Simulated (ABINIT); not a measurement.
Crystal: BeTe.

```
CELL_PARAMETERS angstrom
0.00000 2.77000 2.77000
2.77000 0.00000 2.77000
2.77000 2.77000 0.00000
ATOMIC_POSITIONS crystal
Te 0.75000 0.75000 0.75000
Be 0.00000 0.00000 0.00000
```

Program: ABINIT 10.8.3 (patched build). Alike in all runs: no spin polarisation; cell as given; smearing fermi-dirac 0.05 eV.

Task: Order these runs on this cell by their band gap on the k mesh, lowest first.
A. level r2SCAN; potentials or basis JTH PAW PBE v2.0; k mesh 3 × 3 × 3; cutoff (eV) 490; fine-grid cutoff 979.61 eV; mesh quality coarse
B. level LDA-PZ; potentials or basis JTH PAW LDA v2.0; k mesh 8 × 8 × 8; cutoff (eV) 408; fine-grid cutoff 816.342 eV; mesh quality not flagged
C. level r2SCAN; potentials or basis JTH PAW PBE v2.0; k mesh 6 × 6 × 6; cutoff (eV) 490; fine-grid cutoff 979.61 eV; mesh quality not flagged
D. level RPBE; potentials or basis JTH PAW PBE v2.0; k mesh 8 × 8 × 8; cutoff (eV) 408; fine-grid cutoff 816.342 eV; mesh quality not flagged

Result: B (1.75 eV), D (1.94 eV), C (2.19 eV), A (2.50 eV).

Caveats: some runs use coarse meshes; spin-orbit coupling is left out, which moves the levels of the heavy elements; an odd mesh through Γ misses points on the zone boundary, where band edges often lie (some runs).

A k mesh can miss the band edges, odd and even meshes differently.
